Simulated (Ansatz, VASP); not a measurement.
**InGa3As4: VASP beside Ansatz**

```xyz
8
Lattice="-2.9307 2.9307 5.8523 2.9307 -2.9307 5.8523 2.9307 2.9307 -5.8523" Properties=species:S:1:pos:R:3 pbc="T T T"
In    0.0000    0.0000    5.8523
Ga    0.0000    0.0000    0.0000
Ga    2.9307    0.0000    2.9261
Ga    0.0000    2.9307    2.9261
As    1.5416    1.5416    4.3310
As    1.3891    1.3891   -1.5213
As   -1.5416    1.5416    7.3736
As    1.5416   -1.5416    7.3736
```

Alike in both runs: functional PBE; k mesh 4 × 4 × 4; occupations gaussian, width 0.1 eV; no spin polarisation.

Ansatz relaxed the structure, and its values are those at the end. VASP's run is a single point on that final structure, the one shown.

|  | VASP | Ansatz |
| --- | --- | --- |
| version | VASP 6.6.1 | Ansatz 0.2.0 |
| potentials or method | VASP PAW PBE potentials, release 64 (In_d, Ga_d, As) | scalar-relativistic, plane waves, PAW |
| plane-wave cutoff (eV) | 520 | 420 |
| valence electrons in the cell | 72 | 112 |

Ansatz gave:

| Quantity | Value |
| --- | --- |
| gap on the k mesh at the Fermi level (eV) | none |
| pressure (GPa) | 0.0 |
| rms of the force components (eV/Å) | 0.026 |

Question: Which values does VASP return?

Answer: gap on the k mesh at the Fermi level (eV): none; pressure (GPa): 0.1; rms of the force components (eV/Å): 0.028.

A gap of «none» marks a metal or a gap that the smearing closes. The two sets of potentials don't hold the same shells in valence.

Caveats: the k mesh is coarse (spacing up to 0.38 Å⁻¹), so the values aren't converged.
